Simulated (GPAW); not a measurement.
**Ba in GPAW: convergence with density grid spacing (A)**

Crystal: Ba.

```
Ba
1.0
     3.59177   -2.51690    0.00000
     3.59177    2.51690    0.00000
     0.00000    0.00000    7.19005
Ba
2
Direct
  0.25323 0.74677 0.75000
  0.74677 0.25323 0.25000
```

| Item | Value |
| --- | --- |
| Program | GPAW 26.7.0 |
| Task | convergence study |
| Functional | PBEsol |
| Potentials or basis | PAW data sets generated in the run's folder for this functional |
| Cutoff | 600 eV |
| Basis | pw |
| Grid spacing | 0.24 Å |
| k mesh | 5 × 5 × 3 |
| Occupations | fermi-dirac, width 0.05 eV |
| Spin | no spin polarisation |

These are the settings of the first run; the series varies density grid spacing (A), with any setting tied to it.

Hardware: 1 thread of Arm Neoverse V1 (shared host).

```csv
density grid spacing (A),"energy less the tightest run, at zero smearing (meV/atom)",SCF cycles,CPU time (s),peak memory (GiB)
0.24,-0.18,11,24,0.19
0.2,-0.45,11,33,0.2
0.17,-0.24,11,43,0.21
0.15,-0.16,11,49,0.23
0.13,-0.07,11,74,0.26
0.11,-0.03,11,110,0.31
0.09,0.00,11,190,0.41
```

Against the tightest run, the energy stays within 1 meV/atom from 0.24 on. The tightest run that finished is the yardstick and may itself not be fully converged.

Spin-orbit coupling is left out, which matters for the levels of Ba.
